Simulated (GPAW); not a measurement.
**W: relaxation of cell and atoms with r2SCAN+U**

The system is W.

```
W
1.0
     0.00000    2.03000    2.03000
     2.03000    0.00000    2.03000
     2.03000    2.03000    0.00000
W
1
Direct
  0.00000 0.00000 0.00000
```

This isn't the form of W at room conditions, which is bcc.

* Program: GPAW 26.7.0
* Task: relaxation of cell and atoms
* Functional: r2SCAN
* Potentials or basis: GPAW PAW data sets (gpaw-data 1.2.1)
* Cutoff: 600 eV
* Basis: pw
* k mesh: 7 × 7 × 7
* Occupations: fermi-dirac, width 0.05 eV
* Spin: collinear spin, ferromagnetic start
* Starting moments: [0.5] μB
* Hubbard terms: W d U = 5.3 eV
* U projector left unscaled: no
* convergence: density=1e-05 forces=0.0001
* random start of the orbitals: yes
* Maxiter: 75
* Optimizer: LBFGS
* Fmax: 0.05 eV/Å
* Max steps: 60

- Relaxed volume: 17.07 Å³/atom
- Relaxed cell: a = 2.890 Å, b = 2.890 Å, c = 2.890 Å, α = 60.00°, β = 60.00°, γ = 60.00°
- Space group after relaxing (to 0.05 Å): Fm-3m (No. 225)
- Energy gained by relaxing: 5.0 meV/atom
- Ionic steps: 3
- Pressure after relaxing: 0.0 GPa
- Band gap on the k mesh: none (metal or under the smearing width)
- Net moment: 0.67 μB per cell
- Site moments: W +0.64 μB

The path:
```
step  energy change (eV)  largest force (eV/Å)  pressure (GPa)  volume (Å³)
   1              0.0000                0.0000            5.07        16.73
   2             -0.0048                0.0000           -0.72        17.11
   3             -0.0050                0.0000           -0.04        17.07
```

Final structure:
```
CELL_PARAMETERS angstrom
0.00000 2.04345 2.04345
2.04345 0.00000 2.04345
2.04345 2.04345 0.00000
ATOMIC_POSITIONS crystal
W 0.00000 0.00000 0.00000
```

Levels at points of the mesh, in eV from the Fermi level:
Spin up:
| k point | band 5 | band 6 | band 7 | band 8 | band 9 | band 10 |
| --- | --- | --- | --- | --- | --- | --- |
| (0.00, 0.00, 0.00) | -9.54 | -2.50 | -2.50 | -2.50 | 3.66 | 3.66 |
Spin down:
| k point | band 3 | band 4 | band 5 | band 6 | band 7 | band 8 | band 9 | band 10 |
| --- | --- | --- | --- | --- | --- | --- | --- | --- |
| (0.00, 0.00, 0.00) | -38.87 | -38.87 | -9.59 | 0.31 | 0.31 | 0.31 | 4.49 | 4.49 |

Wall time 2.9 min on 1 thread of Arm Neoverse V1, with other jobs on the host, peak memory 0.47 GiB.

Caveat: the k mesh is coarse (spacing up to 0.38 Å⁻¹), so the values aren't converged; each step starts from the last one's moments, so a moment once lost doesn't come back; later steps reuse the first step's grids; the PAW data sets were made with another functional, which shifts forces and pressure a little; the U is typed as a test and isn't derived for this compound. The state reached can hang on the start; a lower one may exist.
